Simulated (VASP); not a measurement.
A run of VASP 6.6.1:

Contents of INCAR:

```
PREC = Accurate
ENCUT = 520
EDIFF = 1E-6
ISMEAR = 0
SIGMA = 0.02
LREAL = False
LASPH = True
NELM = 80
ALGO = Normal
ISIF = 2
LWAVE = False
LCHARG = False
GGA = PS
LORBIT = 11
```

Contents of KPOINTS:

```
Automatic mesh
0
Gamma
  5 5 3
```

POSCAR

```
TaSi2
1.0
    4.7839000000      0.0000000000      0.0000000000
   -2.3919500000      4.1429789292      0.0000000000
    0.0000000000      0.0000000000      6.5700000000
Ta Si
3 6
Direct
    0.0000000000      0.5000000000      0.3333333333
    0.5000000000      0.5000000000      0.6666666667
    0.5000000000      0.0000000000      0.0000000000
    0.3179400000      0.1589700000      0.3333333333
    0.1589700000      0.8410300000      0.6666666667
    0.8410300000      0.6820600000      0.0000000000
    0.6820600000      0.8410300000      0.3333333333
    0.8410300000      0.1589700000      0.6666666667
    0.1589700000      0.3179400000      0.0000000000
```

Potentials or basis: VASP PAW PBE potentials, release 64 (Ta_pv, Si).

Command:

```console
$ cat potpaw_PBE.64/Ta_pv/POTCAR potpaw_PBE.64/Si/POTCAR > POTCAR
$ mpirun -np 1 vasp_std > vasp.out
```

Hardware: 1 thread of Intel(R) Xeon(R) Platinum 8259CL CPU @ 2.50GHz (Skylake/Cascade Lake), with other jobs on the host.

Q: How long does it take, and how much memory?

A: It took 42 s on 1 thread of Intel(R) Xeon(R) Platinum 8259CL CPU @ 2.50GHz (Skylake/Cascade Lake), with other jobs on the host, peak memory 0.25 GiB. Counts: scf iterations 13, k points 10.
